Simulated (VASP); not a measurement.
# TePb (Fm-3m) in VASP: notebook, part 2 of 2

VASP 6.6.1. Earlier steps stand in the parts before.

### Step 3. Single point, PBE

INCAR

```
SYSTEM = TePb
ALGO     = Normal         ! electronic algorithm
EDIFF    = 1E-6           ! SCF threshold, eV
ENCUT    = 450            ! plane-wave cutoff, eV
GGA      = PE             ! functional
ISIF     = 2              ! what is computed and relaxed
ISMEAR   = 0              ! smearing method
LASPH    = .True.         ! aspherical terms in the spheres
LCHARG   = .False.        ! write CHGCAR
LREAL    = .False.        ! projectors in reciprocal space
LWAVE    = .False.        ! write WAVECAR
NELM     = 80             ! most SCF steps
PREC     = Accurate       ! precision mode
SIGMA    = 0.02           ! smearing width, eV
```

KPOINTS

```
k-points
0
Gamma
  4 4 4
  0 0 0
```

POSCAR

```
TePb
1.0
    0.0000000000      3.2310000000      3.2310000000
    3.2310000000      0.0000000000      3.2310000000
    3.2310000000      3.2310000000      0.0000000000
Pb Te
1 1
Direct
    0.0000000000      0.0000000000      0.0000000000
    0.5000000000      0.5000000000      0.5000000000
```

Potentials or basis: VASP PAW PBE potentials, release 64 (Pb_d_GW, Te_GW).

On the command line:

```sh
$ cat potpaw_PBE.64/Pb_d_GW/POTCAR potpaw_PBE.64/Te_GW/POTCAR > POTCAR
$ mpirun -np 1 vasp_std > vasp.out
```

OUTCAR:

```text
SYSTEM = TePb
   EDIFF = 1E-6
   ENCUT = 450
   GGA = PE
   ISIF = 2
   ISMEAR = 0
   LASPH = .True.
   LREAL = .False.
   NELM = 80
   PREC = Accurate

 ion  position               nearest neighbor table
   1  0.000  0.000  0.000-   2 3.23   2 3.23   2 3.23   2 3.23   2 3.23   2 3.23
   2  0.500  0.500  0.500-   1 3.23   1 3.23   1 3.23   1 3.23   1 3.23   1 3.23

  LATTYP: Found a face centered cubic cell.
 ALAT       =     6.4620000000

  Lattice vectors:

 A1 = (   0.0000000000,   3.2310000000,   3.2310000000)
 A2 = (   3.2310000000,   0.0000000000,   3.2310000000)
 A3 = (   3.2310000000,   3.2310000000,   0.0000000000)

Analysis of symmetry for initial positions (statically):
=====================================================================
 Subroutine PRICEL returns:
 Original cell was already a primitive cell.

 Routine SETGRP: Setting up the symmetry group for a
 face centered cubic supercell.

 Subroutine GETGRP returns: Found 48 space group operations
 (whereof 48 operations were pure point group operations)
 out of a pool of 48 trial point group operations.

The static configuration has the point symmetry O_h .

Analysis of symmetry for dynamics (positions and initial velocities):
=====================================================================
 Subroutine PRICEL returns:
 Original cell was already a primitive cell.

 Routine SETGRP: Setting up the symmetry group for a
 face centered cubic supercell.

 Subroutine GETGRP returns: Found 48 space group operations
 (whereof 48 operations were pure point group operations)
 out of a pool of 48 trial point group operations.

The dynamic configuration has the point symmetry O_h .

 Subroutine INISYM returns: Found 48 space group operations
 (whereof 48 operations are pure point group operations),
 and found     1 'primitive' translations

----------------------------------------------------------------------------------------

                                     Primitive cell

  volume of cell :      67.4592

  direct lattice vectors                    reciprocal lattice vectors
     0.000000000  3.231000000  3.231000000    -0.154750851  0.154750851  0.154750851
     3.231000000  0.000000000  3.231000000     0.154750851 -0.154750851  0.154750851
     3.231000000  3.231000000  0.000000000     0.154750851  0.154750851 -0.154750851

  length of vectors
     4.569324020  4.569324020  4.569324020     0.268036337  0.268036337  0.268036337

  position of ions in fractional coordinates (direct lattice)
     0.000000000  0.000000000  0.000000000
     0.500000000  0.500000000  0.500000000

  ion indices of the primitive-cell ions
   primitive index   ion index
                 1           1
                 2           2

----------------------------------------------------------------------------------------

 KPOINTS: k-points

Automatic generation of k-mesh.
 Grid dimensions read from file:
 generate k-points for:    4    4    4

 Generating k-lattice:
[... 22 lines left out ...]
  0.250000  0.250000  0.000000      6.000000
  0.500000  0.250000  0.000000     24.000000
 -0.250000  0.250000  0.000000     12.000000
  0.500000  0.500000  0.000000      3.000000
 -0.250000  0.500000  0.250000      6.000000
   k-points           NKPTS =      8   k-points in BZ     NKDIM =      8   number of bands    NBANDS=     15
   number of dos      NEDOS =    301   number of ions     NIONS =      2
   total plane-waves  NPLWV =  32768
   dimension x,y,z NGX =    32 NGY =   32 NGZ =   32
   dimension x,y,z NGXF=    64 NGYF=   64 NGZF=   64
   ions per type =               1   1
   NGX,Y,Z   is equivalent  to a cutoff of  11.64, 11.64, 11.64 a.u.
   NGXF,Y,Z  is equivalent  to a cutoff of  23.29, 23.29, 23.29 a.u.
 SYSTEM =  TePb
   PREC   = accura    normal or accurate (medium, high low for compatibility)
   ISTART =      0    job   : 0-new  1-cont  2-samecut
   ICHARG =      2    charge: 1-file 2-atom 10-const
   ISPIN  =      1    spin polarized calculation?
   LNONCOLLINEAR =      F non collinear calculations
   LSORBIT =      F    spin-orbit coupling
   LASPH  =      T    aspherical Exc in radial PAW
   ENCUT  =  450.0 eV  33.07 Ry    5.75 a.u.   7.90  7.90  7.90*2*pi/ulx,y,z
   NELM   =     80;   NELMIN=  2; NELMDL= -5     # of ELM steps
   EDIFF  = 0.1E-05   stopping-criterion for ELM
   LREAL  =      F    real-space projection
   EDIFFG = 0.1E-04   stopping-criterion for IOM
   NSW    =      0    number of steps for IOM
   IBRION =     -1    ionic relax: 0-MD 1-quasi-New 2-CG
   NFREE  =      0    steps in history (QN), initial steepest desc. (CG)
   ISIF   =      2    stress and relaxation
   ISYM   =      2    0-nonsym 1-usesym 2-fastsym
   POTIM  = 0.5000    time-step for ionic-motion
   TEBEG  =    0.0;   TEEND  =   0.0 temperature during run
   PSTRESS=    0.0 pullay stress
   NELECT =      22.0000    total number of electrons
   NUPDOWN=      -1.0000    fix difference up-down
   EMIN   =  10.00;   EMAX   =-10.00  energy-range for DOS
   EFERMI =   0.00;   METHOD = LEGACY
   ISMEAR =     0;   SIGMA  =   0.02  broadening in eV -4-tet -1-fermi 0-gaus
   EFERMI_NEDOS =   21; number of points for ismear=-14 and -15
   IALGO  =     38    algorithm
   IMIX   =      4    mixing-type and parameters
     AMIX     =   0.40;   BMIX     =  1.00
     AMIX_MAG =   1.60;   BMIX_MAG =  1.00
  volume/ion in A,a.u.               =      33.73       227.62
  Fermi-wavevector in a.u.,A,eV,Ry     =   1.126857  2.129451 17.276766  1.269806
  Thomas-Fermi vector in A             =   2.263541
   LORBIT       =      0    0 simple, 1 ext, 2 COOP (PROOUT), +10 PAW based schemes
   GGA     = PE    functional components
   LHFCALC =     F    Hartree Fock is set to
   AEXX    =    0.0000 exact exchange contribution
   IVDW    =     0    specifies the selected vdW correction
   LEPSILON=     F    determine dielectric tensor
   LRPA    =     F    only Hartree local field effects (RPA)
 non-spin polarized calculation
 Gauss-broadening in eV      SIGMA  =   0.02
  energy-cutoff  :      450.00
  volume of cell :       67.46
 maximum number of plane-waves:      1476
   NGX = 15   NGY = 15   NGZ = 15

 number of electron      21.9999991 magnetization

 Free energy of the ion-electron system (eV)
  ---------------------------------------------------
  ext. energy  EPLUGINS =         0.00000000
  ---------------------------------------------------
  free energy    TOTEN  =        -7.49167286 eV

  energy without entropy =       -7.49167286  energy(sigma->0) =       -7.49167286

 E-fermi :   4.2333     XC(G=0):  -9.3618

 val. band max:        4.0359193609   @ k =   0.5000   0.0000   0.0000
 cond. band min:       4.7676575888   @ k =   0.5000   0.0000   0.0000
 fundamental gap:      0.7317382279
 Fermi energy:         4.2333380534

 k-point     1 :       0.0000    0.0000    0.0000
  band No.  band energies     occupation
      1    -135.3382      2.00000
      2     -12.6488      2.00000
      3     -12.6488      2.00000
      4     -12.6393      2.00000
      5     -12.6393      2.00000
      6     -12.6393      2.00000
      7      -7.9864      2.00000
      8      -1.5665      2.00000
      9       2.6882      2.00000
     10       2.6882      2.00000
     11       2.6882      2.00000
     12       8.1114      0.00000
     13       8.1114      0.00000
     14       8.1114      0.00000
[... 113 lines left out ...]
      2     -12.6934      2.00000
      3     -12.6506      2.00000
      4     -12.6318      2.00000
      5     -12.6318      2.00000
      6     -12.6131      2.00000
      7      -6.1420      2.00000
      8      -3.9576      2.00000
      9       0.2485      2.00000
     10       0.2485      2.00000
     11       3.6786      2.00000
     12       5.7058      0.00000
     13       9.2607      0.00000
     14       9.2607      0.00000
     15      10.8876      0.00000

------------------------ aborting loop because EDIFF is reached ----------------------------------------

  FORCE on cell =-STRESS in cart. coord.  units (eV):
  Direction    XX          YY          ZZ          XY          YZ          ZX
  --------------------------------------------------------------------------------------
  -------------------------------------------------------------------------------------
  Total        0.8376447      0.8376447      0.8376447     -0.0000000      0.0000000     -0.0000000
  in kB       19.8943418     19.8943418     19.8943418     -0.0000000      0.0000000     -0.0000000
  external PRESSURE =      19.8943418 kB  Pullay stress =       0.0000000 kB

 VOLUME and BASIS-vectors are now :
 -----------------------------------------------------------------------------
  energy-cutoff  :      450.00
  volume of cell :       67.46
      direct lattice vectors                 reciprocal lattice vectors
     0.000000000  3.231000000  3.231000000    -0.154750851  0.154750851  0.154750851
     3.231000000  0.000000000  3.231000000     0.154750851 -0.154750851  0.154750851
     3.231000000  3.231000000  0.000000000     0.154750851  0.154750851 -0.154750851

 POSITION                                       TOTAL-FORCE (eV/Angst)
 -----------------------------------------------------------------------------------
      0.00000      0.00000      0.00000         0.000000      0.000000      0.000000
      3.23100      3.23100      3.23100         0.000000      0.000000      0.000000
 -----------------------------------------------------------------------------------
    total drift:                                0.000000     -0.000000     -0.000000

  FREE ENERGIE OF THE ION-ELECTRON SYSTEM (eV)
  ---------------------------------------------------
  free  energy   TOTEN  =        -7.4916728564 eV

  energy  without entropy=       -7.4916728564  energy(sigma->0) =       -7.49167286
```

Run time: 5.8 s. Hardware: 1 thread of Intel Xeon 6975P-C (Granite Rapids), shared host; peak memory 0.18 GiB.

Results:

```
Free energy            : -7.4917 eV
Pressure               : 2.0 GPa
Band gap on the k mesh : 0.73 eV, direct
```

Caveat: the k mesh is coarse (spacing up to 0.42 Å⁻¹), so the values aren't converged; spin-orbit coupling is left out, which as a rule narrows the gap of such compounds by several tenths of an eV. A k mesh can miss the band edges.

### Step 4. Relaxation of cell and atoms, SCAN

INCAR

```
SYSTEM = TePb
ALGO = Normal
EDIFF = 1E-7
EDIFFG = -0.005
ENCUT = 600
IBRION = 2
ISIF = 3
ISMEAR = -1
LASPH = .TRUE.
LCHARG = .FALSE.
LMIXTAU = .TRUE.
LREAL = .FALSE.
LWAVE = .FALSE.
METAGGA = SCAN
NELM = 60
NSW = 40
PREC = Accurate
SIGMA = 0.05
```

KPOINTS

```
k-points
0
G
  7 7 7
  0 0 0
```

POSCAR is that of step 3.

Potentials or basis: VASP PAW PBE potentials, release 64 (Pb_d, Te).

On the command line:

```sh
$ cat potpaw_PBE.64/Pb_d/POTCAR potpaw_PBE.64/Te/POTCAR > POTCAR
$ mpirun -np 1 vasp_std > vasp.out
```

OUTCAR:

```text
SYSTEM = TePb
   EDIFF = 1E-7
   EDIFFG = -0.005
   ENCUT = 600
   IBRION = 2
   ISIF = 3
   ISMEAR = -1
   LASPH = .TRUE.
   LREAL = .FALSE.
   METAGGA = SCAN
   NELM = 60
   NSW = 40
   PREC = Accurate

 ion  position               nearest neighbor table
   1  0.000  0.000  0.000-   2 3.23   2 3.23   2 3.23   2 3.23   2 3.23   2 3.23
   2  0.500  0.500  0.500-   1 3.23   1 3.23   1 3.23   1 3.23   1 3.23   1 3.23

  LATTYP: Found a face centered cubic cell.
 ALAT       =     6.4620000000

  Lattice vectors:

 A1 = (   0.0000000000,   3.2310000000,   3.2310000000)
 A2 = (   3.2310000000,   0.0000000000,   3.2310000000)
 A3 = (   3.2310000000,   3.2310000000,   0.0000000000)

Analysis of symmetry for initial positions (statically):
=====================================================================
 Subroutine PRICEL returns:
 Original cell was already a primitive cell.

 Routine SETGRP: Setting up the symmetry group for a
 face centered cubic supercell.

 Subroutine GETGRP returns: Found 48 space group operations
[... 268 lines left out ...]
--------------------------------------- Ionic step        4  -------------------------------------------

 number of electron      19.9999999 magnetization

 Free energy of the ion-electron system (eV)
  ---------------------------------------------------
  ext. energy  EPLUGINS =         0.00000000
  ---------------------------------------------------
  free energy    TOTEN  =      -113.75529929 eV

  energy without entropy =     -113.75529862  energy(sigma->0) =     -113.75529895

 E-fermi :   5.7149     XC(G=0):  -9.7774

 val. band max:        5.1336718131   @ k =   0.4286   0.0000   0.0000
 cond. band min:       6.2856459380   @ k =   0.4286   0.0000   0.0000
 fundamental gap:      1.1519741249
 Fermi energy:         5.7149241221

 k-point     1 :       0.0000    0.0000    0.0000
  band No.  band energies     occupation
      1     -11.9053      2.00000
      2     -11.9053      2.00000
      3     -11.8717      2.00000
      4     -11.8717      2.00000
      5     -11.8717      2.00000
      6      -7.2057      2.00000
      7      -0.6894      2.00000
      8       3.7962      2.00000
      9       3.7962      2.00000
     10       3.7963      2.00000
     11       9.3320      0.00000
     12       9.3320      0.00000
     13       9.3322      0.00000
     14      11.5446      0.00000
[... 350 lines left out ...]
  FREE ENERGIE OF THE ION-ELECTRON SYSTEM (eV)
  ---------------------------------------------------
  free  energy   TOTEN  =      -113.7552992912 eV

  energy  without entropy=     -113.7552986179  energy(sigma->0) =     -113.75529895

 reached required accuracy - stopping structural energy minimisation
```

OSZICAR:

```text
N       E                     dE             d eps       ncg     rms          rms(c)
DAV:   1     0.599195946890E+02    0.59920E+02   -0.10228E+04   560   0.156E+03
DAV:   2    -0.105371239225E+03   -0.16529E+03   -0.16203E+03   578   0.370E+02
DAV:   3    -0.117752991966E+03   -0.12382E+02   -0.12259E+02   764   0.106E+02
[... 76 lines left out ...]
DAV:   7    -0.113755289335E+03   -0.30695E-05   -0.51577E-06   560   0.245E-02    0.217E-03
DAV:   8    -0.113755292685E+03   -0.33504E-05   -0.76434E-07   560   0.819E-03    0.172E-03
DAV:   9    -0.113755297475E+03   -0.47899E-05   -0.28601E-06   560   0.193E-02    0.811E-04
DAV:  10    -0.113755299323E+03   -0.18479E-05   -0.65275E-07   560   0.987E-03    0.185E-03
DAV:  11    -0.113755299291E+03    0.32067E-07   -0.17558E-08   280   0.121E-03
   4 F= -.11375530E+03 E0= -.11375530E+03  d E =-.193249E-02
```

CONTCAR:

```text
TePb
   1.00000000000000
     0.0000000000000000    3.2476876425819472    3.2476876425819472
     3.2476876425819472    0.0000000000000000    3.2476876425819472
     3.2476876425819472    3.2476876425819472   -0.0000000000000000
  Pb              Te
     1     1
Direct
     0.0000000000000000    1.0000000000000000    1.0000000000000000
     0.5000000000000000    0.5000000000000000    0.5000000000000000

  0.00000000E+00  0.00000000E+00  0.00000000E+00
  0.00000000E+00  0.00000000E+00  0.00000000E+00
```

It took 6.7 min on 1 thread of Intel Xeon 6975P-C (Granite Rapids), shared host; peak memory 0.25 GiB.

Results:

| Item | Value |
| --- | --- |
| Free energy | -113.7553 eV |
| Relaxed volume | 34.25 Å³/atom |
| Relaxed cell | a = 4.593 Å, b = 4.593 Å, c = 4.593 Å, α = 60.00°, β = 60.00°, γ = 60.00° |
| Space group after relaxing (to 0.05 Å) | Fm-3m (No. 225) |
| Energy gained by relaxing | 1.0 meV/atom |
| Ionic steps | 4 |
| Pressure after relaxing | 0.0 GPa |

The path:
```csv
step,energy change (eV),largest force (eV/Å),pressure (GPa),volume (Å³)
1,0.0000,0.0000,0.67,67.46
2,-0.0016,0.0000,-0.21,68.85
3,-0.0019,0.0000,0.05,68.43
4,-0.0019,0.0000,0.00,68.51
```

Final structure:
```xyz
2
Lattice="0.0000 3.2477 3.2477 3.2477 0.0000 3.2477 3.2477 3.2477 0.0000" Properties=species:S:1:pos:R:3 pbc="T T T"
Pb    6.4954    3.2477    3.2477
Te    3.2477    3.2477    3.2477
```

Levels at points of the mesh, in eV from the Fermi level:
| k point | band 8 | band 9 | band 10 | band 11 | band 12 | band 13 |
| --- | --- | --- | --- | --- | --- | --- |
| (0.00, 0.00, 0.00) | -1.92 | -1.92 | -1.92 | 3.62 | 3.62 | 3.62 |

Caveat: this odd mesh misses L, where the gap lies, so gap, dielectric constants and Born charges aren't listed; the PAW data sets were made with another functional, which shifts forces and pressure a little. Zero-point motion and thermal expansion aren't in these numbers.

### Step 5. Relaxation of cell and atoms, rSCAN

INCAR

```
PREC = Accurate
ENCUT = 600
EDIFF = 1E-7
ISMEAR = -1
SIGMA = 0.05
LREAL = False
LASPH = True
NELM = 100
ALGO = Normal
ISIF = 3
LWAVE = False
LCHARG = False
METAGGA = RSCAN
LMIXTAU = True
IBRION = 2
NSW = 40
EDIFFG = -0.02
```

KPOINTS

```
Automatic mesh
0
Gamma
  7 7 7
```

POSCAR is that of step 4.

On the command line:

```sh
$ cat potpaw_PBE.64/Pb_d/POTCAR potpaw_PBE.64/Te/POTCAR > POTCAR
$ mpirun -np 1 vasp_std > vasp.out
```

Run time: 3.9 min. Hardware: 1 thread of Intel Xeon 6975P-C (Granite Rapids), shared host; peak memory 0.25 GiB.

Results (log left out):

```yaml
Free_energy: -146.5790 eV
Relaxed_volume: 35.01 Å³/atom
Relaxed_cell: a = 4.626 Å, b = 4.626 Å, c = 4.626 Å, α = 60.00°, β = 60.00°, γ = 60.00°
Space_group_after_relaxing_to_0.05_Å: Fm-3m (No. 225)
Energy_gained_by_relaxing: 6.6 meV/atom
Ionic_steps: 3
Pressure_after_relaxing: 0.0 GPa
```

The path:
| step | energy change (eV) | largest force (eV/Å) | pressure (GPa) | volume (Å³) |
| --- | --- | --- | --- | --- |
| 1 | 0.0000 | 0.0000 | 1.70 | 67.46 |
| 2 | -0.0113 | 0.0000 | -0.57 | 71.02 |
| 3 | -0.0131 | 0.0000 | 0.01 | 70.02 |

Final structure:
```cif
data_structure
_symmetry_space_group_name_H-M 'P 1'
_symmetry_Int_Tables_number 1
_cell_length_a 4.6264
_cell_length_b 4.6264
_cell_length_c 4.6264
_cell_angle_alpha 60.000
_cell_angle_beta 60.000
_cell_angle_gamma 60.000
_cell_volume 70.02
loop_
_atom_site_label
_atom_site_type_symbol
_atom_site_fract_x
_atom_site_fract_y
_atom_site_fract_z
_atom_site_occupancy
Pb1 Pb 0.00000 0.00000 0.00000 1
Te1 Te 0.50000 0.50000 0.50000 1
```

Levels at points of the mesh, in eV from the Fermi level:
```tsv
k point	band 8	band 9	band 10	band 11	band 12	band 13
(0.00, 0.00, 0.00)	-1.91	-1.91	-1.91	3.72	3.72	3.72
```

Caveat: this odd mesh misses L, where the gap lies, so gap, dielectric constants and Born charges aren't listed; the PAW data sets were made with another functional, which shifts forces and pressure a little. Zero-point motion and thermal expansion aren't in these numbers.

### Step 6. Summary

| task | level | potentials or basis | cell | k mesh | cutoff (eV) | smearing | mesh quality | pressure (GPa) | relaxed volume (Å³/atom) |
| --- | --- | --- | --- | --- | --- | --- | --- | --- | --- |
| single point | PBE | VASP PAW PBE potentials, release 64 (Pb_d, Te) | as given | 7 × 7 × 7 | 520 | gaussian 0.012 eV | not flagged | 2.1 | - |
| single point | PBE | VASP PAW PBE potentials, release 64 (Pb_d_GW, Te_GW) | as given | 4 × 4 × 4 | 450 | gaussian 0.02 eV | coarse | 2.0 | - |
| relaxation of cell and atoms | SCAN | VASP PAW PBE potentials, release 64 (Pb_d, Te) | relaxed | 7 × 7 × 7 | 600 | fermi-dirac 0.05 eV | not flagged | 0.0 | 34.25 |
| relaxation of cell and atoms | rSCAN | VASP PAW PBE potentials, release 64 (Pb_d, Te) | relaxed | 7 × 7 × 7 | 600 | fermi-dirac 0.05 eV | not flagged | 0.0 | 35.01 |

Alike in all rows: no spin polarisation.

Caveats: some runs use coarse meshes; the PAW data sets were made with another functional, which shifts forces and pressure a little (some runs); spin-orbit coupling is left out, which as a rule narrows the gap of such compounds by several tenths of an eV (some runs).

Absolute energies hang on the potentials; compare differences alone.
